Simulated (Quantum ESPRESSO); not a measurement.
Crystal: WC.

```
W C
1.0
     0.00000    2.30211    2.30211
     2.30211    0.00000    2.30211
     2.30211    2.30211    0.00000
W C
1 1
Direct
  0.00000 0.00000 0.00000
  0.75000 0.75000 0.75000
```

The cell was built by a generator and needn't be a form met in nature.

| Item | Value |
| --- | --- |
| Program | Quantum ESPRESSO 7.5 |
| Task | phonons |
| Functional | PBE |
| Potentials or basis | SPMS 1.0 PBE |
| Cutoff | 1197 eV |
| Density cutoff | 4789 eV |
| k mesh | 8 × 8 × 8 |
| Occupations | cold, width 0.2 eV |
| Spin | no spin polarisation |
| Mixing beta | 0.5 |
| Most SCF iterations | 120 |
| SCF threshold | 4e-10 Ry |

Where do the zone-centre optical modes lie?

T2 at 664 cm⁻¹ (IR and Raman).

Optical modes at Γ, degenerate ones joined:
| cm⁻¹ | components | symmetry | active in |
| --- | --- | --- | --- |
| 664 | 3 | T2 | IR and Raman |

Caveat: the mesh is thin for the phonons of a metal; the cell is more than 3 GPa from zero pressure, which shifts response properties.
